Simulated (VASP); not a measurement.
# MgH2 (P4_2/mnm) in VASP: settings compared

Aim: see how the results for MgH2 move with the level of theory and the settings. Levels: PBEsol, LDA. Tasks: dielectric tensor, phonons.

Program: VASP 6.6.1. These are calculated values, not measurements. Logs are shortened: lines on timing, memory, paths and dates and some standing lists are left out, and cuts for length are marked.

### 1 The structure

The structure is tetragonal, space group P4_2/mnm (No. 136). Conventional cell: a = 4.473 Å, b = 4.473 Å, c = 3.005 Å, α = 90.00°, β = 90.00°, γ = 90.00°. Around Mg (site symmetry mmm) lie 6 H at 1.93 to 1.95 Å. H (site symmetry m2m) is surrounded by 3 Mg at 1.93 to 1.95 Å.

### 2 Dielectric tensor, PBEsol

The input, INCAR:

```
SYSTEM = MgH2
PREC = Accurate
ENCUT = 600
EDIFF = 1E-8
ISMEAR = 0
SIGMA = 0.03
LREAL = .False.
LASPH = .True.
NELM = 80
ALGO = Fast
ISIF = 2
LWAVE = .False.
LCHARG = .False.
GGA = PS
LEPSILON = .True.
KPAR = 2
```

The input, KPOINTS:

```
regular mesh
0
Monkhorst
  8 8 12
  0 0 0
```

The input, POSCAR:

```
MgH2                                    
1.0
    4.4730325536      0.0000000000      0.0000000000
   -0.0000000000      4.4730325536      0.0000000000
    0.0000000000      0.0000000000      3.0048636212
  Mg              H             
     2     4
Direct
     0.0000000000000000    0.0000000000000000    0.0000000000000000
     0.5000000000000000    0.5000000000000000    0.5000000000000000
     0.3044387376232344    0.3044387376232344    0.0000000000000000
     0.1955612623767656    0.8044387376232344    0.5000000000000000
     0.6955612623767656    0.6955612623767656    1.0000000000000000
     0.8044387376232344    0.1955612623767656    0.5000000000000000
```

Potentials or basis: VASP PAW PBE potentials, release 64 (Mg, H).

Run with:

```bash
$ cat potpaw_PBE.64/Mg/POTCAR potpaw_PBE.64/H/POTCAR > POTCAR
$ mpirun -np 2 vasp_std > vasp.out
```

OUTCAR:

```text
SYSTEM = MgH2
   PREC = Accurate
   ENCUT = 600
   EDIFF = 1E-8
   ISMEAR = 0
   LREAL = .False.
   LASPH = .True.
   NELM = 80
   ISIF = 2
   GGA = PS
   LEPSILON = .True.

 ion  position               nearest neighbor table
   1  0.000  0.000  0.000-   3 1.93   5 1.93   4 1.95   6 1.95   4 1.95   6 1.95   2 3.50   2 3.50
                             2 3.50   2 3.50   2 3.50   2 3.50   2 3.50   2 3.50
   2  0.500  0.500  0.500-   4 1.93   6 1.93   5 1.95   3 1.95   3 1.95   5 1.95   1 3.50   1 3.50
                             1 3.50   1 3.50   1 3.50   1 3.50   1 3.50   1 3.50
   3  0.304  0.304  0.000-   1 1.93   2 1.95   2 1.95
   4  0.196  0.804  0.500-   2 1.93   1 1.95   1 1.95
   5  0.696  0.696  0.000-   1 1.93   2 1.95   2 1.95
   6  0.804  0.196  0.500-   2 1.93   1 1.95   1 1.95

  LATTYP: Found a simple tetragonal cell.
 ALAT       =     4.4730325536
 C/A-ratio  =     0.6717732512

  Lattice vectors:

 A1 = (   4.4730325536,   0.0000000000,   0.0000000000)
 A2 = (   0.0000000000,   4.4730325536,   0.0000000000)
 A3 = (   0.0000000000,   0.0000000000,   3.0048636212)

Analysis of symmetry for initial positions (statically):
=====================================================================
 Subroutine PRICEL returns:
 Original cell was already a primitive cell.

 Routine SETGRP: Setting up the symmetry group for a
 simple tetragonal supercell.

 Subroutine GETGRP returns: Found 16 space group operations
 (whereof  8 operations were pure point group operations)
 out of a pool of 16 trial point group operations.

The static configuration has the point symmetry D_2h.
 The point group associated with its full space group is D_4h.

Analysis of symmetry for dynamics (positions and initial velocities):
=====================================================================
 Subroutine PRICEL returns:
 Original cell was already a primitive cell.

 Routine SETGRP: Setting up the symmetry group for a
 simple tetragonal supercell.

 Subroutine GETGRP returns: Found 16 space group operations
 (whereof  8 operations were pure point group operations)
 out of a pool of 16 trial point group operations.

The dynamic configuration has the point symmetry D_2h.
 The point group associated with its full space group is D_4h.

 Subroutine INISYM returns: Found 16 space group operations
 (whereof  8 operations are pure point group operations),
 and found     1 'primitive' translations
[... 447 lines left out ...]

  FREE ENERGIE OF THE ION-ELECTRON SYSTEM (eV)
  ---------------------------------------------------
  free  energy   TOTEN  =       -17.7413881339 eV

  energy  without entropy=      -17.7413881339  energy(sigma->0) =      -17.74138813

 HEAD OF MICROSCOPIC STATIC DIELECTRIC TENSOR (INDEPENDENT PARTICLE, excluding Hartree and local field effects)
 ------------------------------------------------------
           4.230120    -0.000000     0.000000
           0.000000     4.230120     0.000000
           0.000000     0.000000     4.302291
 ------------------------------------------------------

 Free energy of the ion-electron system (eV)
  ---------------------------------------------------
  ---------------------------------------------------
  free energy    TOTEN  =        -0.57458707 eV

  energy without entropy =       -0.57458707

------------------------ aborting loop because EDIFF is reached ----------------------------------------

--------------------------------------- Ionic step        2  -------------------------------------------

------------------------ aborting loop because EDIFF is reached ----------------------------------------

--------------------------------------- Ionic step        3  -------------------------------------------

 Free energy of the ion-electron system (eV)
  ---------------------------------------------------
  ---------------------------------------------------
  free energy    TOTEN  =        -0.58632461 eV

  energy without entropy =       -0.58632461

------------------------ aborting loop because EDIFF is reached ----------------------------------------

 PIEZOELECTRIC TENSOR FIELD DIRECTION 3  (e Angst)
 -----------------------------------------------------------------------------
    -0.00551 -0.00000  0.00000           (  0.00000  0.00000  0.00000)
     0.00000 -0.00551  0.00000           (  0.00000  0.00000  0.00000)
     0.00000  0.00000  0.01223           (  0.00000  0.00000  0.00001)

 PIEZOELECTRIC TENSOR FIELD DIRECTION 3  (C/m^2)
 -----------------------------------------------------------------------------
    -0.00147 -0.00000  0.00000
     0.00000 -0.00147  0.00000
     0.00000  0.00000  0.00326

 MACROSCOPIC STATIC DIELECTRIC TENSOR (including local field effects in DFT)
 ------------------------------------------------------
           4.114367    -0.000000     0.000000
          -0.000000     4.114367     0.000000
           0.000000     0.000000     4.151552
 ------------------------------------------------------

 PIEZOELECTRIC TENSOR (including local field effects)  for field in x, y, z        (e  Angst)
          XX          YY          ZZ          XY          YZ          ZX
  --------------------------------------------------------------------------------
  x     0.00000     0.00000     0.00000     0.00000     0.00000     0.00000
  y     0.00000     0.00000     0.00000     0.00000     0.00000     0.00000
  z     0.00000     0.00000     0.00000     0.00000     0.00000     0.00000

 PIEZOELECTRIC TENSOR (including local field effects)  for field in x, y, z        (C/m^2)
          XX          YY          ZZ          XY          YZ          ZX
  --------------------------------------------------------------------------------
  x     0.00000     0.00000     0.00000     0.00000     0.00000     0.00000
  y     0.00000     0.00000     0.00000     0.00000     0.00000     0.00000
  z     0.00000     0.00000     0.00000     0.00000     0.00000     0.00000

 BORN EFFECTIVE CHARGES (including local field effects) (in |e|, cummulative output)
 ---------------------------------------------------------------------------------
 ion    1
    1     1.84453     0.11758     0.00000
    2     0.11758     1.84453     0.00000
    3     0.00000     0.00000     1.94015
 ion    2
    1     1.84453    -0.11758     0.00000
    2    -0.11758     1.84453     0.00000
    3     0.00000     0.00000     1.94015
 ion    3
    1    -0.92227    -0.21190     0.00000
    2    -0.21190    -0.92227     0.00000
    3     0.00000     0.00000    -0.97007
 ion    4
    1    -0.92227     0.21190     0.00000
    2     0.21190    -0.92227     0.00000
    3     0.00000     0.00000    -0.97007
 ion    5
    1    -0.92227    -0.21190     0.00000
    2    -0.21190    -0.92227     0.00000
    3     0.00000     0.00000    -0.97007
 ion    6
    1    -0.92227     0.21190     0.00000
    2     0.21190    -0.92227     0.00000
    3     0.00000     0.00000    -0.97007
```

stdout:

```text
POSCAR found type information on POSCAR MgH
 POSCAR found :  2 types and       6 ions
 scaLAPACK will be used
 -----------------------------------------------------------------------------
|                                                                             |
|                                                                             |
|     You enforced a specific xc type in the INCAR file but a different       |
[... 28 lines left out ...]
  Direction:   1
 dielectric tensor                  component  1 :     4.114     0.050     0.187
 Linear response to external field, progress :
  Direction:   2
 dielectric tensor                  component  2 :     0.050     4.114    -0.593
 Linear response to external field, progress :
  Direction:   3
 dielectric tensor                  component  3 :    -0.260    -0.920     4.152
 Born effective charges drift removed
```

Run time: 87 s. Hardware: 2 MPI ranks of AMD EPYC 9R45 (Zen 5), shared host; peak memory 0.31 GiB.

What came out:

* Electronic dielectric tensor (diagonal): 4.11, 4.11, 4.15
* Born charges (mean of the diagonal): Mg +1.88; H -0.94 e

Electronic dielectric tensor:
```
4.11 0.00 0.00
0.00 4.11 0.00
0.00 0.00 4.15
```

Born effective charge tensors (e):
atom 1, Mg
```
1.84 0.12 0.00
0.12 1.84 0.00
0.00 0.00 1.94
```
atom 2, Mg
```
 1.84 -0.12  0.00
-0.12  1.84  0.00
 0.00  0.00  1.94
```
atom 3, H
```
-0.92 -0.21  0.00
-0.21 -0.92  0.00
 0.00  0.00 -0.97
```
atom 4, H
```
-0.92  0.21  0.00
 0.21 -0.92  0.00
 0.00  0.00 -0.97
```
atom 5, H
```
-0.92 -0.21  0.00
-0.21 -0.92  0.00
 0.00  0.00 -0.97
```
atom 6, H
```
-0.92  0.21  0.00
 0.21 -0.92  0.00
 0.00  0.00 -0.97
```

Caveat: the PAW data sets were made with another functional, which shifts forces and pressure a little.

### 3 Phonons, LDA

This run uses another cell than the first one, of 9.65 Å³/atom, 0.963 times its volume.

The input, POSCAR:

```
MgH2
1.0
    4.4151274151      0.0000000000      0.0000000000
    0.0000000000      4.4151274151      0.0000000000
    0.0000000000      0.0000000000      2.9688621071
  Mg              H
     2     4
Direct
     0.0000000000000000    0.0000000000000000    0.0000000000000000
     0.5000000000000000    0.5000000000000000    0.5000000000000000
     0.3043311903563990    0.3043311903563990    0.0000000000000000
     0.1956688096436010    0.8043311903563990    0.5000000000000000
     0.6956688096436010    0.6956688096436010    0.0000000000000000
     0.8043311903563990    0.1956688096436010    0.5000000000000000
```

The input, INCAR.step1:

```
ALGO = Normal
EDIFF = 1E-8
EDIFFG = -0.002
ENCUT = 600
IBRION = 2
ISIF = 3
ISMEAR = 0
KPAR = 2
LASPH = True
LCHARG = False
LREAL = False
LWAVE = False
NELM = 80
NSW = 40
PREC = Accurate
SIGMA = 0.03
```

The input, INCAR.step2:

```
ALGO = Normal
EDIFF = 1E-8
ENCUT = 600
IBRION = 6
ISIF = 2
ISMEAR = 0
KPAR = 2
LASPH = True
LCHARG = False
LREAL = False
LWAVE = False
NELM = 80
NFREE = 2
NSW = 1
POTIM = 0.015
PREC = Accurate
SIGMA = 0.03
```

The input, KPOINTS:

```
k-points
0
Gamma
  6 6 10
```

Potentials or basis: VASP PAW LDA potentials, release 64 (Mg, H).

Run with:

```bash
$ cat potpaw_LDA.64/Mg/POTCAR potpaw_LDA.64/H/POTCAR > POTCAR
$ cp INCAR.step1 INCAR
$ mpirun -np 2 vasp_std > vasp.out
$ cp CONTCAR POSCAR
$ cp INCAR.step2 INCAR
$ mpirun -np 2 vasp_std > vasp.out
```

OUTCAR:

```text
EDIFF = 1E-8
   ENCUT = 600
   IBRION = 6
   ISIF = 2
   ISMEAR = 0
   LASPH = True
   LREAL = False
   NELM = 80
   NFREE = 2
   NSW = 1
   POTIM = 0.015
   PREC = Accurate

 ion  position               nearest neighbor table
   1  0.000  0.000  0.000-   3 1.90   5 1.90   4 1.92   6 1.92   4 1.92   6 1.92   2 3.46   2 3.46
                             2 3.46   2 3.46   2 3.46   2 3.46   2 3.46   2 3.46
   2  0.500  0.500  0.500-   4 1.90   6 1.90   5 1.92   3 1.92   3 1.92   5 1.92   1 3.46   1 3.46
                             1 3.46   1 3.46   1 3.46   1 3.46   1 3.46   1 3.46
   3  0.304  0.304  0.000-   1 1.90   2 1.92   2 1.92
   4  0.196  0.804  0.500-   2 1.90   1 1.92   1 1.92
   5  0.696  0.696  0.000-   1 1.90   2 1.92   2 1.92
   6  0.804  0.196  0.500-   2 1.90   1 1.92   1 1.92

  LATTYP: Found a simple tetragonal cell.
 ALAT       =     4.4151274151
 C/A-ratio  =     0.6724295423

  Lattice vectors:

 A1 = (   4.4151274151,   0.0000000000,   0.0000000000)
 A2 = (   0.0000000000,   4.4151274151,   0.0000000000)
 A3 = (   0.0000000000,   0.0000000000,   2.9688621071)

Analysis of symmetry for initial positions (statically):
=====================================================================
 Subroutine PRICEL returns:
 Original cell was already a primitive cell.

 Routine SETGRP: Setting up the symmetry group for a
 simple tetragonal supercell.

 Subroutine GETGRP returns: Found 16 space group operations
 (whereof  8 operations were pure point group operations)
 out of a pool of 16 trial point group operations.

The static configuration has the point symmetry D_2h.
 The point group associated with its full space group is D_4h.

Analysis of symmetry for dynamics (positions and initial velocities):
[... 764 lines left out ...]
      1      -4.9913      2.00000
      2      -4.9902      2.00000
      3      -0.7420      2.00000
      4      -0.7390      2.00000
      5       5.1776      0.00000
      6       5.1779      0.00000
      7       7.3399      0.00000
      8       7.3446      0.00000

 [... further k-points ...]

------------------------ aborting loop because EDIFF is reached ----------------------------------------

  FORCE on cell =-STRESS in cart. coord.  units (eV):
  Direction    XX          YY          ZZ          XY          YZ          ZX
  --------------------------------------------------------------------------------------
  -------------------------------------------------------------------------------------
  Total       -0.0068463     -0.0068463      0.0023708      0.0005126     -0.0244470     -0.0244470
  in kB       -0.1895354     -0.1895354      0.0656334      0.0141909     -0.6767976     -0.6767975
  external PRESSURE =      -0.1044791 kB  Pullay stress =       0.0000000 kB
[... 21 lines left out ...]
  FREE ENERGIE OF THE ION-ELECTRON SYSTEM (eV)
  ---------------------------------------------------
  free  energy   TOTEN  =       -18.8977487778 eV

  energy  without entropy=      -18.8977487778  energy(sigma->0) =      -18.89774878

 INTERNAL STRAIN TENSORS FROM DISPLACED ATOMS
 ============================================

 INTERNAL STRAIN TENSOR FOR ION    1 for displacements in x,y,z  (eV/Angst):
          X           Y           Z          XY          YZ          ZX
  --------------------------------------------------------------------------------
  x     0.00000     0.00000     0.00000     0.00000     0.00000     0.00000
  y     0.00000     0.00000     0.00000     0.00000     0.00000     0.00000
  z     0.00000     0.00000     0.00000     0.00000     0.00000     0.00000

 INTERNAL STRAIN TENSOR FOR ION    6 for displacements in x,y,z  (eV/Angst):
          X           Y           Z          XY          YZ          ZX
  --------------------------------------------------------------------------------
  x    -0.09997    -0.56159     1.21154     0.71352     0.00000     0.00000
  y     0.56159     0.09997    -1.21154    -0.71352     0.00000     0.00000
  z     0.00000     0.00000     0.00000     0.00000    -1.62969     1.62969

 Eigenvectors and eigenvalues of the dynamical matrix
 ----------------------------------------------------

   1 f  =   45.758171 THz   287.507071 2PiTHz 1526.328306 cm-1   189.240506 meV
             X         Y         Z           dx          dy          dz
      0.000000  0.000000  0.000000    -0.000000   -0.000000    0.000000
      2.207564  2.207564  1.484431    -0.000000   -0.000000   -0.000000
      1.343661  1.343661  0.000000     0.353553    0.353553    0.000000
      0.863903  3.551225  1.484431     0.353553   -0.353553   -0.000000
      3.071466  3.071466  0.000000    -0.353553   -0.353553   -0.000000
      3.551225  0.863903  1.484431    -0.353553    0.353553    0.000000
[... 145 lines left out ...]
  18 f/i=    0.002403 THz     0.015099 2PiTHz    0.080161 cm-1     0.009939 meV
             X         Y         Z           dx          dy          dz
      0.000000  0.000000  0.000000     0.324618   -0.597105   -0.000000
      2.207564  2.207564  1.484431     0.324683   -0.597141   -0.000000
      1.343661  1.343661  0.000000     0.065927   -0.121199   -0.000000
      0.863903  3.551225  1.484431     0.065835   -0.121148   -0.000000
      3.071466  3.071466  0.000000     0.065927   -0.121199   -0.000000
      3.551225  0.863903  1.484431     0.065835   -0.121148   -0.000000

 ELASTIC MODULI CONTR FROM IONIC RELAXATION (kBar)
 Direction    XX          YY          ZZ          XY          YZ          ZX
 --------------------------------------------------------------------------------
 XX         -68.5102     61.5074     12.8245      0.0000     -0.0000     -0.0000
 YY          61.5074    -68.5102     12.8245     -0.0000      0.0000      0.0000
 ZZ          12.8245     12.8245    -46.9720      0.0000      0.0000     -0.0000
 XY           0.0000     -0.0000      0.0000    -13.1615     -0.0000     -0.0000
 YZ          -0.0000      0.0000      0.0000     -0.0000    -74.5356      0.0000
 ZX          -0.0000      0.0000     -0.0000     -0.0000      0.0000    -74.5356
 --------------------------------------------------------------------------------
```

OUTCAR.step1:

```text
EDIFF = 1E-8
   EDIFFG = -0.002
   ENCUT = 600
   IBRION = 2
   ISIF = 3
   ISMEAR = 0
   LASPH = True
   LREAL = False
   NELM = 80
[... 508 lines left out ...]
      3.07147      3.07147      0.00000         0.000454      0.000454      0.000000
      3.55122      0.86390      1.48443        -0.000454      0.000454      0.000000
 -----------------------------------------------------------------------------------
    total drift:                                0.000000      0.000000     -0.000000

  FREE ENERGIE OF THE ION-ELECTRON SYSTEM (eV)
  ---------------------------------------------------
  free  energy   TOTEN  =       -18.8981901397 eV

  energy  without entropy=      -18.8981901397  energy(sigma->0) =      -18.89819014

 reached required accuracy - stopping structural energy minimisation
```

Run time: 50 s. Hardware: 2 MPI ranks of Intel Xeon 6975P-C (Granite Rapids), shared host; peak memory 0.3 GiB.

Results:

```yaml
Highest_phonon_frequency_at_Γ_LO-TO_splitting_left_out: 1526 cm⁻¹
```

Phonon frequencies in cm⁻¹ (negative: imaginary):
```tsv
q point	frequencies
(0.000, 0.000, 0.000)	0 0 0 185 222 306 306 493 493 740 929 1036 1036 1166 1270 1270 1372 1526
```

(Part 1 of 2 ends here.)
